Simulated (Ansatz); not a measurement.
# Y26N27: the cost of one run

Program: Ansatz 0.2.0. Level of theory: DFT, PBE, plane-wave PAW, default files, scalar-relativistic, as far as a step names no other. These are calculated values, not measurements.

## (1) The system as given

It takes space group Fm-3m (No. 225, cubic). Conventional cell: a = 14.690 Å, b = 14.690 Å, c = 14.690 Å, α = 90.00°, β = 90.00°, γ = 90.00°. Y (site symmetry mm2) is surrounded by 6 N at 2.45 Å. Y (site symmetry 3m) has 6 N at 2.45 Å as nearest neighbours. Y (site symmetry 4mm) has 6 N at 2.45 Å as nearest neighbours. N (site symmetry 3m) has 6 Y at 2.45 Å as nearest neighbours. N (site symmetry 4mm) has 5 Y at 2.45 Å as nearest neighbours. N (site symmetry mm2) has 6 Y at 2.45 Å as nearest neighbours. N (site symmetry m-3m) has 6 Y at 2.45 Å as nearest neighbours.

Structure file:

```cif
data_structure
_symmetry_space_group_name_H-M 'Fm-3m'
_symmetry_Int_Tables_number 225
_cell_length_a 14.6902
_cell_length_b 14.6902
_cell_length_c 14.6902
_cell_angle_alpha 90.000
_cell_angle_beta 90.000
_cell_angle_gamma 90.000
_cell_volume 3170.15
loop_
_atom_site_label
_atom_site_type_symbol
_atom_site_symmetry_multiplicity
_atom_site_Wyckoff_symbol
_atom_site_fract_x
_atom_site_fract_y
_atom_site_fract_z
_atom_site_occupancy
Y1 Y 48 h 0.16667 0.16667 0.00000 1
Y2 Y 32 f 0.83333 0.16667 0.66667 1
Y3 Y 24 e 0.50000 0.00000 0.83333 1
N1 N 32 f 0.16667 0.66667 0.66667 1
N2 N 24 e 0.50000 0.00000 0.66667 1
N3 N 48 i 0.50000 0.83333 0.83333 1
N4 N 4 b 0.50000 0.00000 0.00000 1
```

The vacant site is at (0.000, 0.000, 0.000) in fractional coordinates of the input's cell.

## (2) Gradients at the starting positions

input.yaml reads:

```yaml
crystal:
  lattice:
    - [0.0, 7.3450843632, 7.3450843632]
    - [7.3450843632, 0.0, 7.3450843632]
    - [7.3450843632, 7.3450843632, 0.0]
  atoms:
    - { symbol: "Y", position: [0.0, 0.0, 0.3333333333] }
    - { symbol: "Y", position: [0.0, 0.0, 0.6666666667] }
    - { symbol: "Y", position: [0.0, 0.3333333333, 0.0] }
    - { symbol: "Y", position: [0.0, 0.3333333333, 0.3333333333] }
    - { symbol: "Y", position: [0.0, 0.3333333333, 0.6666666667] }
    - { symbol: "Y", position: [0.0, 0.6666666667, 0.0] }
    - { symbol: "Y", position: [0.0, 0.6666666667, 0.3333333333] }
    - { symbol: "Y", position: [0.0, 0.6666666667, 0.6666666667] }
    - { symbol: "Y", position: [0.3333333333, 0.0, 0.0] }
    - { symbol: "Y", position: [0.3333333333, 0.0, 0.3333333333] }
    - { symbol: "Y", position: [0.3333333333, 0.0, 0.6666666667] }
    - { symbol: "Y", position: [0.3333333333, 0.3333333333, 0.0] }
    - { symbol: "Y", position: [0.3333333333, 0.3333333333, 0.3333333333] }
    - { symbol: "Y", position: [0.3333333333, 0.3333333333, 0.6666666667] }
    - { symbol: "Y", position: [0.3333333333, 0.6666666667, 0.0] }
    - { symbol: "Y", position: [0.3333333333, 0.6666666667, 0.3333333333] }
    - { symbol: "Y", position: [0.3333333333, 0.6666666667, 0.6666666667] }
    - { symbol: "Y", position: [0.6666666667, 0.0, 0.0] }
    - { symbol: "Y", position: [0.6666666667, 0.0, 0.3333333333] }
    - { symbol: "Y", position: [0.6666666667, 0.0, 0.6666666667] }
    - { symbol: "Y", position: [0.6666666667, 0.3333333333, 0.0] }
    - { symbol: "Y", position: [0.6666666667, 0.3333333333, 0.3333333333] }
    - { symbol: "Y", position: [0.6666666667, 0.3333333333, 0.6666666667] }
    - { symbol: "Y", position: [0.6666666667, 0.6666666667, 0.0] }
    - { symbol: "Y", position: [0.6666666667, 0.6666666667, 0.3333333333] }
    - { symbol: "Y", position: [0.6666666667, 0.6666666667, 0.6666666667] }
    - { symbol: "N", position: [0.1666666667, 0.1666666667, 0.1666666667] }
    - { symbol: "N", position: [0.1666666667, 0.1666666667, 0.5] }
    - { symbol: "N", position: [0.1666666667, 0.1666666667, 0.8333333333], spin: 0.5 }
    - { symbol: "N", position: [0.1666666667, 0.5, 0.1666666667] }
    - { symbol: "N", position: [0.1666666667, 0.5, 0.5] }
    - { symbol: "N", position: [0.1666666667, 0.5, 0.8333333333] }
    - { symbol: "N", position: [0.1666666667, 0.8333333333, 0.1666666667], spin: 0.5 }
    - { symbol: "N", position: [0.1666666667, 0.8333333333, 0.5] }
    - { symbol: "N", position: [0.1666666667, 0.8333333333, 0.8333333333], spin: 0.5 }
    - { symbol: "N", position: [0.5, 0.1666666667, 0.1666666667] }
    - { symbol: "N", position: [0.5, 0.1666666667, 0.5] }
    - { symbol: "N", position: [0.5, 0.1666666667, 0.8333333333] }
    - { symbol: "N", position: [0.5, 0.5, 0.1666666667] }
    - { symbol: "N", position: [0.5, 0.5, 0.5] }
    - { symbol: "N", position: [0.5, 0.5, 0.8333333333] }
    - { symbol: "N", position: [0.5, 0.8333333333, 0.1666666667] }
    - { symbol: "N", position: [0.5, 0.8333333333, 0.5] }
    - { symbol: "N", position: [0.5, 0.8333333333, 0.8333333333] }
    - { symbol: "N", position: [0.8333333333, 0.1666666667, 0.1666666667], spin: 0.5 }
    - { symbol: "N", position: [0.8333333333, 0.1666666667, 0.5] }
    - { symbol: "N", position: [0.8333333333, 0.1666666667, 0.8333333333], spin: 0.5 }
    - { symbol: "N", position: [0.8333333333, 0.5, 0.1666666667] }
    - { symbol: "N", position: [0.8333333333, 0.5, 0.5] }
    - { symbol: "N", position: [0.8333333333, 0.5, 0.8333333333] }
    - { symbol: "N", position: [0.8333333333, 0.8333333333, 0.1666666667], spin: 0.5 }
    - { symbol: "N", position: [0.8333333333, 0.8333333333, 0.5] }
    - { symbol: "N", position: [0.8333333333, 0.8333333333, 0.8333333333] }
magnetization:
  spin_polarized: true
total_charge: -2
kpoints:
  mp_grid: { grid: [2, 2, 2] }
scf:
  occupations: { method: fermi_dirac, width: 0.01 }
hamiltonian:
  xc: pbe
  pseudopotentials: { kind: paw }
output:
  forces: true
  stress: true
  populations: true
  efg:
    quadrupole_moments_barn: { "N": 0.02044 }
    contact_densities: true
```

Command:

```bash
$ ansatz run input.yaml --threads 4 --pin off --max-ram 8192MiB --backend cpu --events-out ev --progress --plain --runs-dir out
```

**Question.** How long does this run take on 4 threads of Arm Neoverse V1, shared host, and how much memory does it need?

About 66 s, with a peak of 3.9 GiB.
